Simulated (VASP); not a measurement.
# BeS in VASP 6.6.1, single-point calculation

INCAR

```
ISMEAR = 0
SIGMA = 0.01
LWAVE = .FALSE.
IBRION = -1
EDIFF = 1E-7
METAGGA = R2SCAN
MAGMOM = 0.5 0.5
ISPIN = 2
PREC = Accurate
NBANDS = 11
ALGO = Normal
LCHARG = .FALSE.
AMIX = 0.8
NSW = 0
LREAL = .FALSE.
NELM = 120
ENCUT = 520
ISIF = 2
LASPH = .FALSE.
```

KPOINTS

```
KPOINTS created by Atomic Simulation Environment
0
Gamma
10 10 10
0 0 0
```

POSCAR

```
Be S
 1.0000000000000000
     0.0000000000000000    2.2044448370000000    2.3172972112000001
     2.2044448370000000    0.0000000000000000    2.3172972112000001
     2.2044448370000000    2.2044448370000000    0.0000000000000000
 Be  S
   1   1
Cartesian
  0.0000000000000000  0.0000000000000000  0.0000000000000000
  2.2044448369999996  2.2044448369999996  2.3172972111999997
```

The recommended PBE PAW datasets give the neutral cell 8 valence electrons.

Command

```
mpirun -np 1 vasp_std
```

Task: Predict the outcome of this run.

Result: It converged. Results: pressure 14.0 GPa; magnetic moment of the cell 0.00 μB.

OSZICAR

```
N       E                     dE             d eps       ncg     rms          rms(c)
DAV:   1     0.152209690329E+02    0.15221E+02   -0.38757E+03  4496   0.614E+02
DAV:   2    -0.135892274438E+02   -0.28810E+02   -0.27454E+02  5948   0.122E+02
DAV:   3    -0.147277033486E+02   -0.11385E+01   -0.11337E+01  5866   0.230E+01
DAV:   4    -0.147329098856E+02   -0.52065E-02   -0.52054E-02  5620   0.181E+00
DAV:   5    -0.147329359636E+02   -0.26078E-04   -0.26077E-04  5907   0.125E-01    0.810E+00
DAV:   6    -0.124480925979E+02    0.22848E+01   -0.92596E-01  5045   0.607E+00    0.708E+00
DAV:   7    -0.124816270283E+02   -0.33534E-01   -0.66149E-01  4563   0.622E+00    0.624E+00
DAV:   8    -0.134104869492E+02   -0.92886E+00   -0.20972E-01  4575   0.438E+00    0.289E+00
DAV:   9    -0.133674220890E+02    0.43065E-01   -0.10452E-01  4812   0.244E+00    0.140E+00
DAV:  10    -0.134415104348E+02   -0.74088E-01   -0.34945E-02  4683   0.153E+00    0.333E-01
DAV:  11    -0.134418035140E+02   -0.29308E-03   -0.44873E-03  5076   0.590E-01    0.204E-01
DAV:  12    -0.134420769140E+02   -0.27340E-03   -0.11483E-03  4701   0.375E-01    0.123E-01
DAV:  13    -0.134421074410E+02   -0.30527E-04   -0.38678E-04  4871   0.196E-01    0.807E-02
DAV:  14    -0.134421440095E+02   -0.36568E-04   -0.95000E-05  4825   0.111E-01    0.157E-02
DAV:  15    -0.134421460059E+02   -0.19965E-05   -0.41217E-05  5007   0.556E-02    0.197E-02
DAV:  16    -0.134421480254E+02   -0.20194E-05   -0.12780E-05  4805   0.382E-02    0.481E-03
DAV:  17    -0.134421484770E+02   -0.45161E-06   -0.60769E-06  4725   0.243E-02    0.500E-03
DAV:  18    -0.134421489846E+02   -0.50767E-06   -0.13192E-06  4758   0.120E-02    0.163E-03
DAV:  19    -0.134421489772E+02    0.73959E-08   -0.14309E-07  5059   0.444E-03
   1 F= -.13442149E+02 E0= -.13442149E+02  d E =-.363209E-98  mag=     0.0000
```

For comparison, a separate r²SCAN run of the intended cell, on usual settings and not on those above, gives a gap of 1.09 eV on its mesh and a pressure of 14.0 GPa.
